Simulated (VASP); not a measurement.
# Ge (Fd-3m) in VASP: further runs, part 2 of 2

VASP 6.6.1.

### Step 3. Phonons, LDA

POSCAR

```
Ge
1.0
    0.0000000000      2.8290000000      2.8290000000
    2.8290000000      0.0000000000      2.8290000000
    2.8290000000      2.8290000000      0.0000000000
Ge
2
Direct
    0.0000000000      0.0000000000      0.0000000000
    0.2500000000      0.2500000000      0.2500000000
```

INCAR.step1

```
PREC = Accurate
ENCUT = 600
EDIFF = 1E-8
ISMEAR = -1
SIGMA = 0.03
LREAL = F
LASPH = T
NELM = 60
ALGO = Fast
ISIF = 3
LWAVE = F
LCHARG = F
NELECT = 27.95155
IBRION = 2
NSW = 40
EDIFFG = -0.002
```

INCAR.step2

```
PREC = Accurate
ENCUT = 600
EDIFF = 1E-8
ISMEAR = -1
SIGMA = 0.03
LREAL = F
LASPH = T
NELM = 60
ALGO = Fast
ISIF = 2
LWAVE = F
LCHARG = F
NELECT = 27.95155
IBRION = 8
NSW = 1
```

KPOINTS

```
regular mesh
0
Gamma
  14 14 14
```

Potentials or basis: VASP PAW LDA potentials, release 64 (Ge_d).

On the command line:

```console
$ cat potpaw_LDA.64/Ge_d/POTCAR > POTCAR
$ cp INCAR.step1 INCAR
$ mpirun -np 1 vasp_std > vasp.out
$ cp CONTCAR POSCAR
$ cp INCAR.step2 INCAR
$ mpirun -np 1 vasp_std > vasp.out
```

OUTCAR:

```text
PREC = Accurate
   ENCUT = 600
   EDIFF = 1E-8
   ISMEAR = -1
   LREAL = F
   LASPH = T
   NELM = 60
   ISIF = 2
   NELECT = 27.95155
   IBRION = 8
   NSW = 1

 ion  position               nearest neighbor table
   1  0.000  0.000  0.000-   2 2.42   2 2.42   2 2.42   2 2.42
   2  0.250  0.250  0.250-   1 2.42   1 2.42   1 2.42   1 2.42

  LATTYP: Found a face centered cubic cell.
 ALAT       =     5.5822389973

  Lattice vectors:

[... 756 lines left out ...]
 ------------------------------------
               1X          1Y          1Z          2X          2Y          2Z
  1X   -10.404020    0.000000    0.000000   10.404020    0.000000    0.000000
  1Y     0.000000  -10.404020    0.000000    0.000000   10.404020    0.000000
  1Z     0.000000    0.000000  -10.404020    0.000000    0.000000   10.404020
  2X    10.404020    0.000000    0.000000  -10.404020    0.000000    0.000000
  2Y     0.000000   10.404020    0.000000    0.000000  -10.404020    0.000000
  2Z     0.000000    0.000000   10.404020    0.000000    0.000000  -10.404020

 Eigenvectors and eigenvalues of the dynamical matrix
 ----------------------------------------------------

   1 f  =    8.368894 THz    52.583314 2PiTHz  279.156267 cm-1    34.610950 meV
             X         Y         Z           dx          dy          dz
      0.000000  0.000000  0.000000     0.000000   -0.707107    0.000000
      1.395560  1.395560  1.395560     0.000000    0.707107    0.000000
[... 21 lines left out ...]
   6 f  =    0.000000 THz     0.000000 2PiTHz    0.000000 cm-1     0.000000 meV
             X         Y         Z           dx          dy          dz
      0.000000  0.000000  0.000000     0.000000    0.000000    0.707107
      1.395560  1.395560  1.395560     0.000000    0.000000    0.707107

--------------------------------------------------------------------------------------------------------

 ELASTIC MODULI CONTR FROM IONIC RELAXATION (kBar)
 Direction    XX          YY          ZZ          XY          YZ          ZX
 --------------------------------------------------------------------------------
 XX          -0.0000     -0.0000     -0.0000     -0.0000      0.0000      0.0000
 YY          -0.0000     -0.0000     -0.0000     -0.0000     -0.0000      0.0000
 ZZ          -0.0000     -0.0000     -0.0000      0.0000     -0.0000      0.0000
 XY          -0.0000     -0.0000      0.0000   -328.1807      0.0000      0.0000
 YZ           0.0000     -0.0000     -0.0000      0.0000   -328.1807      0.0000
 ZX           0.0000      0.0000      0.0000      0.0000      0.0000   -328.1807
 --------------------------------------------------------------------------------
```

OSZICAR.step1:

```text
N       E                     dE             d eps       ncg     rms          rms(c)
DAV:   1     0.167960206418E+03    0.16796E+03   -0.16141E+04  3804   0.432E+03
DAV:   2     0.111867676988E+02   -0.15677E+03   -0.15370E+03  3756   0.570E+02
DAV:   3    -0.100858379264E+02   -0.21273E+02   -0.21107E+02  4056   0.153E+02
[... 65 lines left out ...]
RMM:   3    -0.106229780871E+02    0.73441E-05   -0.15562E-05  4007   0.597E-02    0.347E-03
RMM:   4    -0.106229777010E+02    0.38618E-06   -0.19240E-06  4221   0.184E-02    0.242E-03
RMM:   5    -0.106229777418E+02   -0.40792E-07   -0.33811E-07  4142   0.584E-03    0.949E-04
RMM:   6    -0.106229777226E+02    0.19172E-07   -0.18055E-07  4125   0.703E-03    0.206E-04
RMM:   7    -0.106229777254E+02   -0.27831E-08   -0.30388E-08  2599   0.170E-03
   6 F= -.10622978E+02 E0= -.10622683E+02  d E =-.690009E-05
```

Wall time 15 min (1 thread of Intel Xeon Platinum 8488C (Sapphire Rapids), shared host); peak memory 0.79 GiB.

Results:

```yaml
Relaxed_volume: 21.74 Å³/atom
Relaxed_cell: a = 3.947 Å, b = 3.947 Å, c = 3.947 Å, α = 60.00°, β = 60.00°, γ = 60.00°
Space_group_after_relaxing_to_0.05_Å: Fd-3m (No. 227)
Highest_phonon_frequency_at_Γ: 279 cm⁻¹
```

The path:
| step | energy change (eV) | largest force (eV/Å) | pressure (GPa) | volume (Å³) |
| --- | --- | --- | --- | --- |
| 1 | 0.0000 | 0.0000 | -2.82 | 45.28 |
| 2 | -0.0131 | 0.0000 | 1.44 | 42.72 |
| 3 | -0.0164 | 0.0000 | -0.02 | 43.49 |
| 4 | -0.0164 | 0.0000 | 0.06 | 43.45 |
| 5 | -0.0164 | 0.0000 | -0.02 | 43.50 |
| 6 | -0.0164 | 0.0000 | 0.01 | 43.49 |

Final structure:
```
Ge
1.0
     0.00000    2.79112    2.79112
     2.79112    0.00000    2.79112
     2.79112    2.79112    0.00000
Ge
2
Direct
  0.00000 0.00000 0.00000
  0.25000 0.25000 0.25000
```

Phonon frequencies in cm⁻¹ (negative: imaginary):
```
              q point        frequencies
(0.000, 0.000, 0.000)  0 0 0 279 279 279
```

Caveat: the cell is charged against a uniform background, so pressure and absolute levels hang on convention.

### Step 4. Phonons, LDA

POSCAR is that of step 3.

INCAR.step1, as its differences from that of step 3:

```diff
@@ -12,3 +12,3 @@
 LCHARG = F
-NELECT = 27.95155
+NELECT = 27.94294
 IBRION = 2
```

INCAR.step2, as its differences from that of step 3:

```diff
@@ -12,3 +12,3 @@
 LCHARG = F
-NELECT = 27.95155
+NELECT = 27.94294
 IBRION = 8
```

KPOINTS is that of step 3.

Potentials or basis: VASP PAW LDA potentials, release 64 (Ge_d).

On the command line:

```console
$ cat potpaw_LDA.64/Ge_d/POTCAR > POTCAR
$ cp INCAR.step1 INCAR
$ mpirun -np 1 vasp_std > vasp.out
$ cp CONTCAR POSCAR
$ cp INCAR.step2 INCAR
$ mpirun -np 1 vasp_std > vasp.out
```

OUTCAR:

```text
PREC = Accurate
   ENCUT = 600
   EDIFF = 1E-8
   ISMEAR = -1
   LREAL = F
   LASPH = T
   NELM = 60
   ISIF = 2
   NELECT = 27.94294
   IBRION = 8
   NSW = 1

 ion  position               nearest neighbor table
   1  0.000  0.000  0.000-   2 2.41   2 2.41   2 2.41   2 2.41
   2  0.250  0.250  0.250-   1 2.41   1 2.41   1 2.41   1 2.41

  LATTYP: Found a face centered cubic cell.
 ALAT       =     5.5748278448

  Lattice vectors:

[... 756 lines left out ...]
 ------------------------------------
               1X          1Y          1Z          2X          2Y          2Z
  1X   -10.782550    0.000000    0.000000   10.782550    0.000000    0.000000
  1Y     0.000000  -10.782550    0.000000    0.000000   10.782550    0.000000
  1Z     0.000000    0.000000  -10.782550    0.000000    0.000000   10.782550
  2X    10.782550    0.000000    0.000000  -10.782550    0.000000    0.000000
  2Y     0.000000   10.782550    0.000000    0.000000  -10.782550    0.000000
  2Z     0.000000    0.000000   10.782550    0.000000    0.000000  -10.782550

 Eigenvectors and eigenvalues of the dynamical matrix
 ----------------------------------------------------

   1 f  =    8.519777 THz    53.531340 2PiTHz  284.189181 cm-1    35.234952 meV
             X         Y         Z           dx          dy          dz
      0.000000  0.000000  0.000000     0.000000   -0.707107    0.000000
      1.393707  1.393707  1.393707     0.000000    0.707107    0.000000
[... 21 lines left out ...]
   6 f  =    0.000000 THz     0.000000 2PiTHz    0.000000 cm-1     0.000000 meV
             X         Y         Z           dx          dy          dz
      0.000000  0.000000  0.000000     0.000000    0.000000    0.707107
      1.393707  1.393707  1.393707     0.000000    0.000000    0.707107

--------------------------------------------------------------------------------------------------------

 ELASTIC MODULI CONTR FROM IONIC RELAXATION (kBar)
 Direction    XX          YY          ZZ          XY          YZ          ZX
 --------------------------------------------------------------------------------
 XX          -0.0000     -0.0000     -0.0000     -0.0000     -0.0000     -0.0000
 YY          -0.0000     -0.0000     -0.0000     -0.0000     -0.0000     -0.0000
 ZZ          -0.0000     -0.0000     -0.0000     -0.0000     -0.0000     -0.0000
 XY          -0.0000     -0.0000     -0.0000   -320.0482      0.0000      0.0000
 YZ          -0.0000     -0.0000     -0.0000      0.0000   -320.0482      0.0000
 ZX          -0.0000     -0.0000     -0.0000      0.0000      0.0000   -320.0482
 --------------------------------------------------------------------------------
```

OUTCAR.step1:

```text
PREC = Accurate
   ENCUT = 600
   EDIFF = 1E-8
   ISMEAR = -1
   LREAL = F
   LASPH = T
   NELM = 60
   ISIF = 3
   NELECT = 27.94294
[... 904 lines left out ...]
  -------------------------------------------------------------------------------------
  Total        0.0014838      0.0014838      0.0014838      0.0000000      0.0000000     -0.0000000
  in kB        0.0548840      0.0548840      0.0548840      0.0000000      0.0000000     -0.0000000
  external PRESSURE =       0.0548840 kB  Pullay stress =       0.0000000 kB
[... 17 lines left out ...]
  FREE ENERGIE OF THE ION-ELECTRON SYSTEM (eV)
  ---------------------------------------------------
  free  energy   TOTEN  =       -10.6634273483 eV

  energy  without entropy=      -10.6629873222  energy(sigma->0) =      -10.66320734

 reached required accuracy - stopping structural energy minimisation
```

Run time: 13 min. Hardware: 1 thread of Intel Xeon Platinum 8488C (Sapphire Rapids), shared host; peak memory 0.79 GiB.

Results:

| Quantity | Value |
| --- | --- |
| Relaxed volume | 21.66 Å³/atom |
| Relaxed cell | a = 3.942 Å, b = 3.942 Å, c = 3.942 Å, α = 60.00°, β = 60.00°, γ = 60.00° |
| Space group after relaxing (to 0.05 Å) | Fd-3m (No. 227) |
| Highest phonon frequency at Γ | 284 cm⁻¹ |

Step by step:
| step | energy change (eV) | largest force (eV/Å) | pressure (GPa) | volume (Å³) |
| --- | --- | --- | --- | --- |
| 1 | 0.0000 | 0.0000 | -3.10 | 45.28 |
| 2 | -0.0158 | 0.0000 | 1.61 | 42.47 |
| 3 | -0.0199 | 0.0000 | -0.02 | 43.31 |
| 4 | -0.0199 | 0.0000 | 0.07 | 43.27 |
| 5 | -0.0199 | 0.0000 | -0.02 | 43.33 |
| 6 | -0.0199 | 0.0000 | 0.01 | 43.31 |

Final structure:
```xyz
2
Lattice="0.0000 2.7874 2.7874 2.7874 0.0000 2.7874 2.7874 2.7874 0.0000" Properties=species:S:1:pos:R:3 pbc="T T T"
Ge    0.0000    0.0000    0.0000
Ge    1.3937    1.3937    1.3937
```

Phonon frequencies in cm⁻¹ (negative: imaginary):
| q point | frequencies |
| --- | --- |
| (0.000, 0.000, 0.000) | 0 0 0 284 284 284 |

Caveat: the cell is charged against a uniform background, so pressure and absolute levels hang on convention.
